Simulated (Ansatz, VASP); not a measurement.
Given: the input of a run of Ansatz 0.2.0 on Ir.

File input.yaml:

```yaml
crystal:
  lattice:
    - [2.7513778946, 0.0, 0.0]
    - [-1.3756889473, 2.3827631521, 0.0]
    - [0.0, 0.0, 4.46229]
  atoms:
    - { symbol: Ir, position: [0.3333333333, 0.6666666667, 0.25] }
    - { symbol: Ir, position: [0.6666666667, 0.3333333333, 0.75] }
hamiltonian:
  xc: pbe
  pseudopotentials: { kind: paw }
kpoints:
  mp_grid: { grid: [11, 11, 6] }
scf:
  occupations: { method: fermi_dirac, width: 0.05 }
output:
  forces: true
  stress: true
  eigenvalues: true
relax:
  f_tol: 0.01
  max_steps: 40
  cell: { stress_tol: 0.05 }
```

Potentials or basis: Ansatz PAW.

Run with:

```bash
$ ansatz run input.yaml --threads 2 --pin off --max-ram 5632MiB --backend cpu --events-out ev --progress --plain --runs-dir out
```

Set up the same calculation for VASP 6.6.1. Potentials there: VASP PAW PBE potentials, release 64 (Ir).

As run (the cutoff follows the program's own potentials):

INCAR

```
  PREC = Accurate
  ENCUT = 600
  EDIFF = 1E-7
  ISMEAR = -1
  SIGMA = 0.05
  LREAL = F
  LASPH = T
  NELM = 80
  ALGO = Normal
  ISIF = 3
  LWAVE = F
  LCHARG = F
  GGA = PE
  IBRION = 2
  NSW = 60
  EDIFFG = -0.01
```

The input KPOINTS:

```
regular mesh
0
Gamma
  11 11 6
```

The input POSCAR:

```
Ir
1.0
    2.7513778946      0.0000000000      0.0000000000
   -1.3756889473      2.3827631521      0.0000000000
    0.0000000000      0.0000000000      4.4622900000
Ir
2
Direct
    0.3333333333      0.6666666667      0.2500000000
    0.6666666667      0.3333333333      0.7500000000
```

Potentials or basis: VASP PAW PBE potentials, release 64 (Ir).

Command:

```sh
$ cat potpaw_PBE.64/Ir/POTCAR > POTCAR
$ mpirun -np 1 vasp_std > vasp.out
```

Both were run:

|  | VASP | Ansatz | Ansatz less VASP |
| --- | --- | --- | --- |
| gap on the k mesh at the Fermi level, each at its own relaxed structure (eV) | none | none | - |
| relaxed volume (Å³/atom) | 14.60 | 14.57 | -0.025 |
| relaxed cell length with the largest relative difference (Å) | 2.751 | 2.749 | -0.0017 |

A gap of «none» marks a metal or a gap that the smearing closes. The two sets of potentials don't hold the same shells in valence.

Caveats: the plane-wave basis is chosen anew once the cell has moved, so the energies of steps on either side of that aren't comparable (Ansatz). Spin-orbit coupling is left out, which matters for the levels of Ir.
